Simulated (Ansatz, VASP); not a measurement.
Fe: VASP beside Ansatz

```xyz
2
Lattice="2.4342 0.0000 0.0000 -1.2171 2.1080 0.0000 0.0000 0.0000 3.8419" Properties=species:S:1:pos:R:3 pbc="T T T"
Fe    0.0000    1.4054    0.9605
Fe    1.2171    0.7027    2.8815
```

Alike in both runs: task single point; functional PBEsol; k mesh 18 × 18 × 12; occupations gaussian, width 0.1 eV; no spin polarisation.

```csv
,VASP,Ansatz
version,VASP 6.6.1,Ansatz 0.2.0
potentials or method,"VASP PAW PBE potentials, release 64 (Fe)","scalar-relativistic, plane waves, PAW"
plane-wave cutoff (eV),520,420
valence electrons in the cell,16,32
```

|  | VASP | Ansatz | Ansatz less VASP |
| --- | --- | --- | --- |
| gap on the k mesh at the Fermi level (eV) | none | none | - |
| pressure (GPa) | -1.8 | -1.4 | +0.45 |
| largest component of the traceless stress (GPa) | 0.52 | 0.63 | +0.114 |

A gap of «none» marks a metal or a gap that the smearing closes. The two sets of potentials don't hold the same shells in valence.

Caveats: the PAW data sets were made with another functional, which shifts forces and pressure a little (VASP); the run has no spin polarisation, though such a crystal can be magnetic. Spin polarisation is off, so any magnetic state and its effect on volume and gap are missing.
